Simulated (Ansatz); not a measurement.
**Elastic constants of SnS2 (P-3m1), step by step**

```xyz
3
Lattice="3.6511 0.0000 0.0000 -1.8255 3.1619 0.0000 0.0000 0.0000 6.0615" Properties=species:S:1:pos:R:3 pbc="T T T"
Sn    0.0000    0.0000    0.0000
S     0.0000    2.1080    1.4739
S     1.8255    1.0540    4.5876
```

Conventional cell: a = 3.651 Å, b = 3.651 Å, c = 6.062 Å, α = 90.00°, β = 90.00°, γ = 120.00°. Sn (atom 1) has 6 S at 2.57 Å as nearest neighbours. Around S (atom 2) lie 3 Sn at 2.57 Å.

Computed, not measured; unless marked otherwise by PBEsol, all-electron LAPW in Ansatz 0.2.0, scalar-relativistic. k mesh 6×6×4, fixed occupations, basis error target 0.5 meV/atom. The cell was relaxed by PAW under this functional.

The cell is trigonal and carries a residual pressure of 0.06 GPa at this level. Each strain component that symmetry leaves independent is applied at ±0.008, the ions relax wherever a strain frees them, and the stress (tension positive, GPa) is read. Shears are engineering strains, γ = 2ε.

```tsv
strain	size	σxx	σyy	σzz	σyz	σxz	σxy
xx	-0.008	-1.0979	-0.3395	-0.0618	0.0026	0.0000	0.0000
xx	+0.008	0.8617	0.1596	0.0337	-0.0005	0.0000	0.0000
zz	-0.008	-0.1406	-0.1406	-0.1133	0.0000	0.0000	0.0000
zz	+0.008	-0.0435	-0.0435	0.0702	0.0000	0.0000	0.0000
yz	-0.008	-0.0872	-0.0891	-0.0158	-0.0444	0.0000	0.0000
yz	+0.008	-0.0902	-0.0861	-0.0157	0.0411	0.0000	0.0000
```

A central difference gives one constant, for example C11 ≈ (0.8617 − (-1.0979))/(0.016) = 122.5 GPa; the program then imposes the crystal's symmetry on the whole matrix.

(1) What are the independent elastic constants?

(2) Is the crystal stable against homogeneous strain?

(3) What moduli does a random aggregate of grains have?

(4) With the density of 4.339 g/cm³, how fast does sound travel, and what Debye temperature follows?

(5) How far do the constants move if PAW replaces LAPW in the same cell?

(6) How do the constants change if the ions are clamped to the homogeneous strain?

Results:

(1) C11 = 122.5, C12 = 31.2, C13 = 6.0, C14 = -0.2, C33 = 11.5, C44 = 5.3 GPa.

(2) The least eigenvalue of the 6×6 matrix is 5.3 GPa, so yes.

(3) Voigt and Reuss bounds: B from 11.1 to 38.1 and G from 9.0 to 25.5 GPa; their means are B = 24.6 and G = 17.3 GPa. Then E = 9BG/(3B + G) = 42.0 GPa, ν = (3B − 2G)/(6B + 2G) = 0.216 and B/G = 1.43, on the brittle side of Pugh's 1.75 (a rule of thumb, made for metals; it doesn't predict ductility here).

(4) 

| direction | slow (m/s) | middle (m/s) | fast (m/s) |
| --- | --- | --- | --- |
| x | 1110 | 3243 | 5313 |
| y | 1110 | 3243 | 5313 |
| z | 1110 | 1110 | 1626 |

The mean of v⁻³ over directions and branches gives v_m = 1670 m/s and θ_D = (ħ/k_B) v_m (6π²n)^(1/3) = 174 K, n being atoms per volume. Young's modulus spans 11 to 113 GPa over directions, and the universal anisotropy index is 11.54.

(5) 

```
constant  LAPW (GPa)  PAW (GPa)  difference
     C11       122.5      122.5         0.0
     C12        31.2       31.2         0.0
     C13         6.0        6.0         0.0
     C14        -0.2       -0.2         0.0
     C33        11.5       11.4        -0.1
     C44         5.3        5.3         0.0
```

(6) Clamped values, with the change against relaxed ions: C11 = 142.6 (+20.1), C12 = 50.5 (+19.3), C13 = 50.9 (+44.9), C14 = -4.1 (-3.9), C33 = 113.9 (+102.4), C44 = 43.0 (+37.7) GPa.

Keep in mind: no dispersion correction, so the spacing and stiffness between layers or molecules are poor; the frozen-core PAW files of the compared runs were fitted under PBE, their cores solved anew for this functional.
